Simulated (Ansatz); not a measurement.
# Bi2Te3: response to strain

Aim: deform Bi2Te3 (equal xy, yz and zx engineering shear strains of -2 %) and compute stress, forces and field gradients with LAPW, PAW and all-electron datasets made for the crystal.

Program: Ansatz 0.2.0. Level of theory: DFT PBEsol, scalar-relativistic. These are calculated values, not measurements.

## (1) The structure to begin with

It takes space group R-3m (No. 166, trigonal). Conventional cell: a = 4.386 Å, b = 4.386 Å, c = 30.497 Å, α = 90.00°, β = 90.00°, γ = 120.00°. Around Bi (site symmetry 3m) lie 6 Te at 3.07 to 3.25 Å. Te (site symmetry -3m) is surrounded by 6 Bi at 3.25 Å. Around Te (site symmetry 3m) lie 3 Bi at 3.07 Å.

Coordinates:

```cif
data_structure
_symmetry_space_group_name_H-M 'P 1'
_symmetry_Int_Tables_number 1
_cell_length_a 10.4763
_cell_length_b 10.4763
_cell_length_c 10.4763
_cell_angle_alpha 24.166
_cell_angle_beta 24.166
_cell_angle_gamma 24.166
_cell_volume 169.36
loop_
_atom_site_label
_atom_site_type_symbol
_atom_site_fract_x
_atom_site_fract_y
_atom_site_fract_z
_atom_site_occupancy
Bi1 Bi 0.40000 0.40000 0.40000 1
Bi2 Bi 0.60000 0.60000 0.60000 1
Te1 Te 0.00000 0.00000 0.00000 1
Te2 Te 0.20950 0.20950 0.20950 1
Te3 Te 0.79050 0.79050 0.79050 1
```

Atoms are numbered in the order of the input: Bi1, Bi2, Te3, Te4, Te5.

## (2) After the deformation

Space group R-3m before, P-1 after.

## (3) All-electron LAPW

The input, input.yaml:

```yaml
crystal:
  lattice:
    - [2.0786825638, 1.1425427571, 10.1310786998]
    - [-2.307318553, 1.1864027683, 10.174938711]
    - [-0.0763341108, -2.6339156254, 10.1909925892]
  atoms:
    - { symbol: Bi, position: [0.4, 0.4, 0.4] }
    - { symbol: Bi, position: [0.6, 0.6, 0.6] }
    - { symbol: Te, position: [0.0, 0.0, 0.0] }
    - { symbol: Te, position: [0.2095, 0.2095, 0.2095] }
    - { symbol: Te, position: [0.7905, 0.7905, 0.7905] }
kpoints:
  mp_grid: { grid: [7, 7, 7] }
  band_path:
    path:
      - [0.0, 0.0, 0.0]
      - [0.0, 0.0, -0.5]
      - [0.5, 0.5, 0.5]
      - [0.0, 0.0, 0.0]
      - [0.0, -0.5, 0.0]
      - [0.5, 0.0, 0.0]
      - [0.0, 0.0, 0.0]
      - [0.5, 0.0, 0.5]
      - [0.0, -0.5, -0.5]
    npoints: 5
scf:
  occupations: { method: fermi_dirac, width: 0.08 }
hamiltonian:
  xc: pbesol
  pseudopotentials: { kind: all_electron, lapw: { basis_error: 0.001 } }
output:
  forces: true
  stress: true
  eigenvalues: true
```

Run with:

```
$ ansatz run input.yaml --threads 2 --pin off --max-ram 8192MiB --backend cpu --events-out ev --progress --plain --runs-dir out
```

## (4) PAW on the default files

input.yaml, as its differences from that of step 3:

```diff
@@ -13,14 +13,2 @@
   mp_grid: { grid: [7, 7, 7] }
-  band_path:
-    path:
-      - [0.0, 0.0, 0.0]
-      - [0.0, 0.0, -0.5]
-      - [0.5, 0.5, 0.5]
-      - [0.0, 0.0, 0.0]
-      - [0.0, -0.5, 0.0]
-      - [0.5, 0.0, 0.0]
-      - [0.0, 0.0, 0.0]
-      - [0.5, 0.0, 0.5]
-      - [0.0, -0.5, -0.5]
-    npoints: 5
 scf:
@@ -29,3 +17,3 @@
   xc: pbesol
-  pseudopotentials: { kind: all_electron, lapw: { basis_error: 0.001 } }
+  pseudopotentials: { kind: paw }
 output:
@@ -34 +22,2 @@
   eigenvalues: true
+  efg: { contact_densities: true }
```

## (5) Datasets made for this crystal

input.yaml, as its differences from that of step 4:

```diff
@@ -17,3 +17,3 @@
   xc: pbesol
-  pseudopotentials: { kind: paw }
+  pseudopotentials: { kind: all_electron, datasets: crystal }
 output:
```

(Steps that only read results are left out.)

Q: Predict the outcome of this session. Wanted: pressure; largest shear or deviatoric stress.

**Answer**, as computed:

```
                                 quantity                                              value
                                 pressure  LAPW -0.54, PAW -0.56, crystal datasets -0.54 GPa
largest shear or deviatoric stress (LAPW)                                           1.09 GPa
```

**Reading.** The largest part of the stress beyond the pressure is 1.09 GPa in size, in the yz component; the atoms are carried along and not relaxed. No run of the undeformed cell stands beside it, so the pressure holds what the given cell had before the change. PAW: stress within 0.02 GPa of LAPW, forces within 2 meV/Å. Crystal datasets: stress within 0.01 GPa of LAPW, forces within 1 meV/Å. Spin-orbit coupling is left out, though the cell holds Bi; in elements this heavy it can shift bands and gaps by tenths of an eV.
